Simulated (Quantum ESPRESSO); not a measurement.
# Ga (I4/mmm) in Quantum ESPRESSO: further runs, part 2 of 2

Quantum ESPRESSO 7.5.

**5. Relaxation of cell and atoms, PBEsol+rVV10**

Contents of run.py:

```python
import numpy as np
from ase.calculators.espresso import Espresso, EspressoProfile
from ase.io import read

atoms = read('Ga.cif')

input_data = {
    'control': {'calculation': 'scf', 'prefix': 'pwscf', 'outdir': './tmp', 'tprnfor': True, 'tstress': True, 'disk_io': 'low'},
    'system': {'ecutwfc': 56.0, 'ecutrho': 448.0, 'nbnd': 16, 'input_dft': 'sla+pw+psx+psc+vv10', 'occupations': 'smearing', 'smearing': 'fd', 'degauss': 0.00367493},
    'electrons': {'conv_thr': 2e-10, 'electron_maxstep': 120, 'mixing_beta': 0.5},
}
pseudopotentials = {'Ga': 'ga_pbesol_v1.4.uspp.F.UPF'}
profile = EspressoProfile(command='mpirun -n 2 pw.x -nk 2', pseudo_dir='pseudo')
dft = Espresso(profile=profile, input_data=input_data, pseudopotentials=pseudopotentials, kpts=(13, 13, 13), koffset=(0, 0, 0))
atoms.calc = dft

from ase.optimize import LBFGS
from ase.filters import FrechetCellFilter
done = LBFGS(FrechetCellFilter(atoms), trajectory='opt.traj').run(fmax=0.02, steps=30)
print('converged', done)
print('cell (A)', np.round(atoms.cell.cellpar(), 5))
print(f'energy {atoms.get_potential_energy():.8f} eV')
print('forces (eV/A)')
print(np.round(atoms.get_forces(), 6))
print('stress (eV/A^3, Voigt)')
print(np.round(atoms.get_stress(), 8))
print(f'Fermi level {dft.get_fermi_level():.4f} eV')
```

Contents of Ga.cif:

```cif
data_Ga
_cell_length_a 3.02900565
_cell_length_b 3.02900565
_cell_length_c 3.02900565
_cell_angle_alpha 125.60652844
_cell_angle_beta 125.60652844
_cell_angle_gamma 80.53580512
_space_group_name_H-M_alt 'P1'
_space_group_name_Hall 'P 1'
_space_group_IT_number 1
loop_
_space_group_symop_operation_xyz
'x,y,z'
loop_
_atom_site_label
_atom_site_type_symbol
_atom_site_symmetry_multiplicity
_atom_site_Wyckoff_symbol
_atom_site_fract_x
_atom_site_fract_y
_atom_site_fract_z
_atom_site_occupancy
Ga1 Ga 1 a 0.0000000000 0.0000000000 0.0000000000 1
```

Potentials or basis: GBRV 1.5 PBEsol.

Command:

```bash
OMP_NUM_THREADS=1 python run.py
```

The program printed:

```text
Step          Energy          fmax
LBFGS:    0    -5644.476282        0.281953
LBFGS:    1    -5644.478982        0.212864
LBFGS:    2    -5644.481235        0.076543
LBFGS:    3    -5644.481492        0.030570
LBFGS:    4    -5644.481531        0.030275
LBFGS:    5    -5644.481763        0.028299
LBFGS:    6    -5644.481984        0.027067
LBFGS:    7    -5644.285617        1.152067
LBFGS:    8    -5644.481973        0.017349
converged True
cell (A) [  2.97044   2.97044   2.97044 124.83045 124.8305   81.81898]
energy -5644.48197256 eV
forces (eV/A)
[[0. 0. 0.]]
stress (eV/A^3, Voigt)
[ 3.9205e-04  7.7130e-05 -7.2075e-04 -0.0000e+00 -0.0000e+00  9.4295e-04]
Fermi level 12.5136 eV
```

espresso.pwi:

```text
&CONTROL
   calculation      = 'scf'
   tstress          = .true.
   tprnfor          = .true.
   outdir           = './tmp'
   prefix           = 'pwscf'
   disk_io          = 'low'
   pseudo_dir       = 'pseudo'
/
&SYSTEM
   nbnd             = 16
   ecutwfc          = 56.0
   ecutrho          = 448.0
   occupations      = 'smearing'
   degauss          = 0.00367493
   smearing         = 'fd'
   input_dft        = 'sla+pw+psx+psc+vv10'
   ntyp             = 1
   nat              = 1
   ibrav            = 0
/
&ELECTRONS
   electron_maxstep = 120
   conv_thr         = 2e-10
   mixing_beta      = 0.5
/
&IONS
/
&CELL
/
&FCP
/
&RISM
/
ATOMIC_SPECIES
Ga 69.723 ga_pbesol_v1.4.uspp.F.UPF

K_POINTS automatic
13 13 13  0 0 0

CELL_PARAMETERS angstrom
2.97025473035704 -0.03326210279018 0.00000000000000
0.45559325189701 2.93529030312374 0.00000000000000
-1.71292399092560 -1.45101409999616 1.94524147687036

ATOMIC_POSITIONS angstrom
Ga 0.0000000000 0.0000000000 0.0000000000
```

espresso.pwo:

```text
This program is part of the open-source Quantum ESPRESSO suite
     for quantum simulation of materials; please cite
         "P. Giannozzi et al., J. Phys.:Condens. Matter 21 395502 (2009);
         "P. Giannozzi et al., J. Phys.:Condens. Matter 29 465901 (2017);
         "P. Giannozzi et al., J. Chem. Phys. 152 154105 (2020);
[... 210 lines left out ...]
  -0.00001027  -0.00000084   0.00000000           -1.51       -0.12        0.00
   0.00000000   0.00000000   0.00000785            0.00        0.00        1.15

=------------------------------------------------------------------------------=
   JOB DONE.
=------------------------------------------------------------------------------=
```

Run time: 14 min. Hardware: 2 MPI ranks of Arm Neoverse V1, shared host; peak memory 0.36 GiB.

What came out:

* Free energy: -5644.4825 eV
* Relaxed volume: 16.99 Å³/atom
* Relaxed cell: a = 2.970 Å, b = 2.970 Å, c = 2.970 Å, α = 124.83°, β = 124.83°, γ = 81.82°
* Space group after relaxing (to 0.05 Å): I4/mmm (No. 139)
* Energy gained by relaxing: 5.7 meV/atom
* Ionic steps: 9
* Pressure after relaxing: 0.0 GPa
* Band gap on the k mesh: none (metal or under the smearing width)

Stress tensor (GPa, compression positive):
```
-0.06 -0.15  0.00
-0.15 -0.01  0.00
 0.00  0.00  0.12
```

Step by step:
| step | energy change (eV) | largest force (eV/Å) | pressure (GPa) | volume (Å³) |
| --- | --- | --- | --- | --- |
| 1 | 0.0000 | 0.0000 | -2.50 | 17.72 |
| 2 | -0.0027 | 0.0000 | -1.87 | 17.51 |
| 3 | -0.0050 | 0.0000 | 0.51 | 16.93 |
| 4 | -0.0052 | 0.0000 | 0.02 | 17.04 |
| 5 | -0.0052 | 0.0000 | -0.02 | 17.05 |
| 6 | -0.0055 | 0.0000 | -0.18 | 17.06 |
| 7 | -0.0057 | 0.0000 | -0.16 | 17.03 |
| 8 | 0.1907 | 0.0000 | 4.32 | 18.02 |
| 9 | -0.0057 | 0.0000 | 0.01 | 16.99 |

Final structure:
```
Ga
1.0
     2.97025   -0.03326    0.00000
     0.45559    2.93529    0.00000
    -1.71292   -1.45101    1.94524
Ga
1
Direct
  0.00000 0.00000 0.00000
```

Levels at points of the mesh, in eV from the Fermi level:
```tsv
k point	band 5	band 6	band 7	band 8	band 9	band 10	band 11	band 12	band 13	band 14
(0.00, 0.00, 0.00)	-14.76	-14.75	-14.75	-14.58	-11.85	13.47	13.53	13.53	16.62	16.77
```

Caveat: rVV10's parameter b was fitted to another functional; pairwise dispersion overbinds metals, which lowers pressure and volume.

**6. Relaxation of cell and atoms, PBEsol+D4**

run.py, as its differences from that of step 5:

```diff
@@ -8,3 +8,3 @@
     'control': {'calculation': 'scf', 'prefix': 'pwscf', 'outdir': './tmp', 'tprnfor': True, 'tstress': True, 'disk_io': 'low'},
-    'system': {'ecutwfc': 56.0, 'ecutrho': 448.0, 'nbnd': 16, 'input_dft': 'sla+pw+psx+psc+vv10', 'occupations': 'smearing', 'smearing': 'fd', 'degauss': 0.00367493},
+    'system': {'ecutwfc': 56.0, 'ecutrho': 448.0, 'nbnd': 16, 'occupations': 'smearing', 'smearing': 'fd', 'degauss': 0.00367493},
     'electrons': {'conv_thr': 2e-10, 'electron_maxstep': 120, 'mixing_beta': 0.5},
@@ -14,3 +14,6 @@
 dft = Espresso(profile=profile, input_data=input_data, pseudopotentials=pseudopotentials, kpts=(13, 13, 13), koffset=(0, 0, 0))
-atoms.calc = dft
+from ase.calculators.mixing import SumCalculator
+from dftd4.ase import DFTD4
+d4 = DFTD4(method='pbesol')
+atoms.calc = SumCalculator([dft, d4])
 
@@ -27 +30,3 @@
 print(f'Fermi level {dft.get_fermi_level():.4f} eV')
+print(f'D4 part {d4.get_potential_energy(atoms):.8f} eV')
+atoms.write('final.traj')
```

Ga.cif is that of step 5.

Potentials or basis: GBRV 1.5 PBEsol.

Command:

```bash
OMP_NUM_THREADS=1 python run.py
```

It took 13 min on 2 MPI ranks of Arm Neoverse V1, shared host; peak memory 0.28 GiB.

Results (log left out):

| Property | Result |
| --- | --- |
| Free energy | -5646.5725 eV |
| Relaxed volume | 16.90 Å³/atom |
| Relaxed cell | a = 2.963 Å, b = 2.963 Å, c = 2.963 Å, α = 124.70°, β = 124.70°, γ = 82.04° |
| Space group after relaxing (to 0.05 Å) | I4/mmm (No. 139) |
| Energy gained by relaxing | 7.1 meV/atom |
| Ionic steps | 9 |
| Pressure after relaxing | -0.1 GPa |
| Band gap on the k mesh | none (metal or under the smearing width) |
| Dispersion energy per atom | -0.309 eV |

Stress tensor (GPa, compression positive):
```
-0.10 -0.05  0.00
-0.05 -0.09  0.00
 0.00  0.00 -0.04
```

Step by step:
```
step  energy change (eV)  largest force (eV/Å)  pressure (GPa)  volume (Å³)
   1              0.0000                0.0000           -2.75        17.72
   2             -0.0033                0.0000           -2.07        17.49
   3             -0.0062                0.0000            0.49        16.83
   4             -0.0065                0.0000            0.00        16.95
   5             -0.0065                0.0000           -0.03        16.95
   6             -0.0069                0.0000           -0.07        16.95
   7             -0.0062                0.0000            0.17        16.91
   8             -0.0071                0.0000           -0.21        16.94
   9             -0.0071                0.0000           -0.08        16.90
```

Final structure:
```
CELL_PARAMETERS angstrom
2.96236 -0.03892 0.00000
0.44872 2.92844 0.00000
-1.70554 -1.44476 1.94446
ATOMIC_POSITIONS crystal
Ga 0.00000 0.00000 0.00000
```

Levels at points of the mesh, in eV from the Fermi level:
```tsv
k point	band 6	band 7	band 8	band 9	band 10	band 11	band 12	band 13
(0.00, 0.00, 0.00)	-14.84	-14.84	-14.66	-11.89	13.55	13.58	13.58	16.66
```

Caveat: pairwise dispersion overbinds metals, which lowers pressure and volume.

**7. The runs side by side**

| level | ASE optimiser | rVV10 parameter b | dispersion computed by | gap on the mesh (eV) | pressure (GPa) | relaxed volume (Å³/atom) |
| --- | --- | --- | --- | --- | --- | --- |
| PBEsol | BFGS | - | - | none | 0.0 | 17.61 |
| PBEsol+D3 | LBFGS | - | - | none | -0.1 | 17.19 |
| PBEsol+D3(BJ) | FIRE | - | - | none | 0.0 | 16.84 |
| PBEsol+rVV10 | LBFGS | 6.3 | - | none | 0.0 | 16.99 |
| PBEsol+D4 | LBFGS | - | dftd4 4.3.1 through ASE | none | -0.1 | 16.90 |

Alike in all rows: task relaxation of cell and atoms; potentials or basis GBRV 1.5 PBEsol; no spin polarisation; cell relaxed; k mesh 13 × 13 × 13; cutoff (eV) 762; smearing fermi-dirac 0.05 eV.

Caveats: pairwise dispersion overbinds metals, which lowers pressure and volume (some runs); rVV10's parameter b was fitted to another functional (some runs).

Absolute energies hang on the potentials; compare differences alone.
